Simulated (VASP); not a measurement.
# Zn₁₂H: harmonic vibrations of an adsorbate, by atoms left free

Zn₁₂H, slab, 13 atoms in the cell. PBE, harmonic vibrations; PAW potentials Zn, H (PBE set).

| Atoms left free | Zero-point energy (eV) | Vibrational entropy at 298 K (meV/K) | Displaced cells | Ionic steps, all stages | Electronic steps, all stages | Time (s) |
|---|---|---|---|---|---|---|
| the adsorbate | 0.142 | 0.034 | 6 | 24 | 322 | 347 |
| the adsorbate and the three nearest surface atoms | 0.205 | 1.352 | 24 | 42 | 500 | 746 |
| the adsorbate and the four nearest surface atoms | 0.226 | 1.818 | 30 | 48 | 563 | 999 |

Limits: the slab is thin and the surface cell small, so the value carries both errors; the zero-point energy and the entropy count all atoms left free, so they grow with their number.

## Input of the first row

INCAR.step1:
```
ALGO = Normal
EDIFF = 1E-7
EDIFFG = -0.01
ENCUT = 300
IBRION = 2
ISIF = 2
ISMEAR = 1
KPAR = 2
LASPH = True
LCHARG = False
LREAL = False
LWAVE = False
NELM = 100
NSW = 100
POTIM = 0.5
PREC = Accurate
SIGMA = 0.1
```

INCAR.step2, as INCAR.step1 but for:
```
- EDIFFG = -0.01
- IBRION = 2
- ISIF = 2
- NSW = 100
- POTIM = 0.5
+ IBRION = 5
+ NFREE = 2
+ NSW = 1
+ POTIM = 0.015
```

KPOINTS:
```
k-points
0
Gamma
  4 4 1
```

POSCAR.step1:
```
Zn12H
1.0
    5.3400000000      0.0000000000      0.0000000000
    2.6700000000      4.6245756562      0.0000000000
    0.0000000000      0.0000000000     20.1360000000
Zn H
12 1
Selective dynamics
Direct
    0.0000000000      0.0000000000      0.2979737783  F F F
    0.5000000000      0.0000000000      0.2979737783  F F F
    0.0000000000      0.5000000000      0.2979737783  F F F
    0.5000000000      0.5000000000      0.2979737783  F F F
   -0.1666666667      0.3333333333      0.4212852602  T T T
    0.3333333333      0.3333333333      0.4212852602  T T T
   -0.1666666667      0.8333333333      0.4212852602  T T T
    0.3333333333      0.8333333333      0.4212852602  T T T
    0.0000000000      0.0000000000      0.5445967422  T T T
    0.5000000000      0.0000000000      0.5445967422  T T T
    0.0000000000      0.5000000000      0.5445967422  T T T
    0.5000000000      0.5000000000      0.5445967422  T T T
    0.1666666667      0.1666666667      0.5694278903  T T T
```

POSCAR.step2:
```
Zn12H
1.0
    5.3400000000      0.0000000000      0.0000000000
    2.6700000000      4.6245756562      0.0000000000
    0.0000000000      0.0000000000     20.1360000000
Zn H
12 1
Selective dynamics
Direct
    0.0000000000      0.0000000000      0.2979737783  F F F
    0.5000000000      0.0000000000      0.2979737783  F F F
    0.0000000000      0.5000000000      0.2979737783  F F F
    0.5000000000      0.5000000000      0.2979737783  F F F
    0.8390941427      0.3304529286      0.4236826990  F F F
    0.3304529286      0.3304529286      0.4236826990  F F F
    0.8333333333      0.8333333333      0.4134002286  F F F
    0.3304529286      0.8390941427      0.4236826990  F F F
    0.9954845956      0.9954845956      0.5413267238  F F F
    0.5090308089      0.9954845956      0.5413267238  F F F
    0.9954845956      0.5090308089      0.5413267238  F F F
    0.5000000000      0.5000000000      0.5320449086  F F F
    0.1666666667      0.1666666667      0.5888584220  T T T
```

Commands (each step's output is kept before the next begins):
```
cat potpaw_PBE.64/Zn/POTCAR potpaw_PBE.64/H/POTCAR > POTCAR
cp INCAR.step1 INCAR
cp POSCAR.step1 POSCAR
mpirun -np 8 vasp_std > vasp.out
# POSCAR: the relaxed cell, only the named atoms free
cp INCAR.step2 INCAR
cp POSCAR.step2 POSCAR
mpirun -np 8 vasp_std > vasp.out
```

VASP 6.6.1 took 347 s on 8 cores (Intel Xeon Platinum 8488C (Sapphire Rapids)), a shared host.
